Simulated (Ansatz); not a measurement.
System: Sb (honeycomb prototype, strained and with displaced atoms), 2 atoms in the cell.

Computed with PBE with spin–orbit coupling, all-electron LAPW, point nucleus in Ansatz.

k-mesh 2×2×1 shifted by (0.5, 0.5, 0) steps; Fermi–Dirac smearing of 0.15 eV.

```xyz
2
Lattice="5.2138 0.0548 0.0189 -2.5595 4.5834 -0.1405 0.0258 -0.2060 7.2690" Properties=species:S:1:pos:R:3:forces:R:3 pbc="T T T" pressure_GPa=-1.12
Sb   -0.5361    3.6033    4.2393   -0.6130    0.3027    0.0097
Sb   -0.5031    6.6535    4.1806    0.6130   -0.3027   -0.0097
```

Forces are in eV/Å.

```
Largest force : 0.684 eV/Å on Sb1 and Sb2
```

The cell holds vacuum, so pressure and stress are averages over it and scale with its width. The k-mesh is coarse, so these values belong to this mesh and can lie far from the converged ones. The elements were drawn onto a prototype; most such cells aren't known phases.
